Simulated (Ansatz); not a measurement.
Equation of state of NaF

Space group Fm-3m (No. 225). a = 4.572 Å, b = 4.572 Å, c = 4.572 Å, α = 90.00°, β = 90.00°, γ = 90.00°
| atom | site | symmetry | x | y | z |
| --- | --- | --- | --- | --- | --- |
| Na | 4a | m-3m | 0.0000 | 0.0000 | 0.0000 |
| F | 4b | m-3m | 0.5000 | 0.0000 | 0.0000 |

The runs use the primitive cell with vectors (0.000, 2.286, 2.286), (2.286, 0.000, 2.286), (2.286, 2.286, 0.000) Å, to which the k mesh refers.

Structure from Materials Project entry mp-682 (possibly hypothetical), not relaxed further.

Methods: DFT, LDA, all-electron LAPW, scalar-relativistic (Ansatz 0.2.0); DFT, LDA, PAW with Ansatz's default frozen-core files, scalar-relativistic (Ansatz 0.2.0).

For LAPW: a Γ-centred 10×10×10 k mesh, Fermi–Dirac smearing of 0.03 eV, basis error target 0.25 meV/atom, no spin polarisation. PAW takes a cutoff of 420 eV at this cell (files made with PBE, cores remade for this functional). The Ansatz runs share mesh, smearing and spin set-up. Plane-wave (PAW) pressures include the program's estimate of the Pulay term.

The cell above is scaled evenly, with fractional coordinates and shape held.

| V/V(cell) | V (Å³/atom) | P, LAPW (GPa) | P, PAW (GPa) | gap on the k mesh, LAPW (eV) |
| --- | --- | --- | --- | --- |
| 0.9600 | 11.467 | -0.26 | -0.30 | 6.42 |
| 0.9800 | 11.706 | -1.44 | -1.48 | 6.30 |
| 1.0000 | 11.945 | -2.48 | -2.52 | 6.18 |
| 1.0200 | 12.183 | -3.41 | -3.44 | 6.08 |
| 1.0400 | 12.422 | -4.23 | -4.26 | 5.97 |
